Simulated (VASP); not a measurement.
Here is a VASP 6.6.1 calculation.

INCAR

```
SYSTEM = Sb
ALGO = Fast
EDIFF = 1E-7
ENCUT = 520
GGA = CA
ISIF = 2
ISMEAR = 0
LASPH = .True.
LCHARG = .False.
LREAL = .False.
LWAVE = .False.
NBANDS = 12
NELM = 80
PREC = Accurate
SIGMA = 0.03
```

File KPOINTS:

```
k-points
0
Gamma
  9 9 7
  0 0 0
```

File POSCAR:

```
Sb                                      
1.0
    2.1625869059      1.2485701364      3.6720202478
   -2.1625869059      1.2485701364      3.6720202478
    0.0000000000     -2.4971402631      3.6720202479
  Sb            
     2
Direct
     0.2366305821926468    0.2366305821926468    0.2366305821926397
     0.7633694178073532    0.7633694178073532    0.7633694178073603
```

The input KPOINTS_OPT:

```
explicit points
188
Reciprocal
 0.0000000000  0.0000000000  0.0000000000 1
 0.0263157895  0.0000000000  0.0000000000 1
 0.0526315789  0.0000000000  0.0000000000 1
 0.0789473684  0.0000000000  0.0000000000 1
 0.1052631579  0.0000000000  0.0000000000 1
 0.1315789474  0.0000000000  0.0000000000 1
[... 180 lines left out ...]
 0.6298282751  0.6298282751  0.2403434497 1
 0.6298282751  0.3701717249  0.0000000000 1
```

Potentials or basis: VASP PAW LDA potentials, release 64 (Sb).

Launch:

```sh
$ cat potpaw_LDA.64/Sb/POTCAR > POTCAR
$ mpirun -np 1 vasp_std > vasp.out
```

Question: Predict the largest force.

Answer: 0.087 eV/Å.

Question: What does it give for the pressure?

Answer: -1.1 GPa.

Question: What does it give for the band gap along the path?

Answer: None (metal or under the smearing width).

Forces in eV/Å, atoms in the order of the input:
```
Sb   0.000  0.000 -0.087
Sb   0.000  0.000  0.087
```

Caveat: spin-orbit coupling is left out, which moves the levels of the heavy elements.
